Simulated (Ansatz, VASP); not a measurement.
**One calculation of Os, two programs**

```
Os
1.0
     2.59652    0.00000    0.00000
     0.00000    2.59652    0.00000
     0.00000    0.00000    2.59652
Os
1
Direct
  0.00000 0.00000 0.00000
```

Alike in both runs: task single point; functional PBEsol; k mesh 14 × 14 × 14; occupations fermi-dirac, width 0.1 eV; no spin polarisation.

```csv
,VASP,Ansatz
version,VASP 6.6.1,Ansatz 0.2.0
potentials or method,"VASP PAW PBE potentials, release 64 (Os)","plane waves (420 eV) with PAW, scalar-relativistic"
plane-wave cutoff (eV),520,420
valence electrons in the cell,8,16
```

Ansatz gave:

| Property | Result |
| --- | --- |
| pressure (GPa) | -18.7 |

**Question.** What did VASP give for the same quantities?

**Answer.** Pressure (GPa): -18.9.

With one functional, cell and mesh, what is left measures potentials, basis and numerics. The two sets of potentials don't hold the same shells in valence. Ansatz warned: «pseudo_functional_mismatch».

Caveats: so large a pressure means that the cell lies far from this level's equilibrium, or that cutoff or potentials fall short (VASP); the potentials were made for another functional, which shifts forces and pressure (VASP). The runs have no spin-orbit coupling, so splittings on Os are missing.
